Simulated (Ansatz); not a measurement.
# HfTi3O8: the cost of one run

Code: Ansatz 0.2.0. PAW datasets, plane waves, zero pressure. (Calculated; spin-unpolarised; the phase may be known or hypothetical.)

## 1. The structure to begin with

Space group Cmmm (No. 65), orthorhombic; a = 6.898 Å, b = 9.756 Å, c = 3.449 Å in the conventional setting, 9.67 Å³ an atom. Near Ti stand 8 O at 2.11 Å; near O stand 2 Ti at 2.11 Å and 2 Hf at 2.11 Å; near O stand 4 Ti at 2.11 Å; near O stand 1 Hf at 2.11 Å and 3 Ti at 2.11 Å.

Coordinates:

Space group Cmmm (No. 65). a = 6.898 Å, b = 9.756 Å, c = 3.449 Å, α = 90.00°, β = 90.00°, γ = 90.00°
```
atom  site  symmetry       x       y       z
  Ti    2a       mmm  0.0000  0.0000  0.0000
   O    4j       m2m  0.5000  0.1250  0.5000
   O    4j       m2m  0.5000  0.3750  0.5000
  Ti    4f     ..2/m  0.2500  0.7500  0.5000
   O    8p       ..m  0.7500  0.8750  0.0000
  Hf    2b       mmm  0.5000  0.0000  0.0000
```

## 2. Relaxation with PBE

Input file input.yaml:

```yaml
crystal:
  lattice:
    - [3.4490996, -4.87776343, 0.0]
    - [3.4490996, 4.87776343, 0.0]
    - [0.0, 0.0, 3.4490996]
  atoms:
    - { symbol: Ti, position: [0.0, 0.0, 0.0] }
    - { symbol: O, position: [0.375, 0.625, 0.5] }
    - { symbol: O, position: [0.125, 0.875, 0.5] }
    - { symbol: Ti, position: [0.5, 0.0, 0.5] }
    - { symbol: O, position: [0.875, 0.625, 0.0] }
    - { symbol: O, position: [0.625, 0.875, 0.0] }
    - { symbol: Ti, position: [0.0, 0.5, 0.5] }
    - { symbol: O, position: [0.375, 0.125, 0.0] }
    - { symbol: O, position: [0.125, 0.375, 0.0] }
    - { symbol: Hf, position: [0.5, 0.5, 0.0] }
    - { symbol: O, position: [0.875, 0.125, 0.5] }
    - { symbol: O, position: [0.625, 0.375, 0.5] }
kpoints:
  mp_grid: { grid: [4, 4, 6] }
hamiltonian:
  xc: pbe
scf:
  occupations: { method: fermi_dirac, width: 0.02 }
relax:
  f_tol: 0.005
  cell: {}
```

Q: Estimate wall time and peak memory on 1 × NVIDIA H100 80GB HBM3 with 2 threads of AMD EPYC 7R13 (Zen 3), shared host.

About 18 s, with a peak of 1.2 GiB on the host.
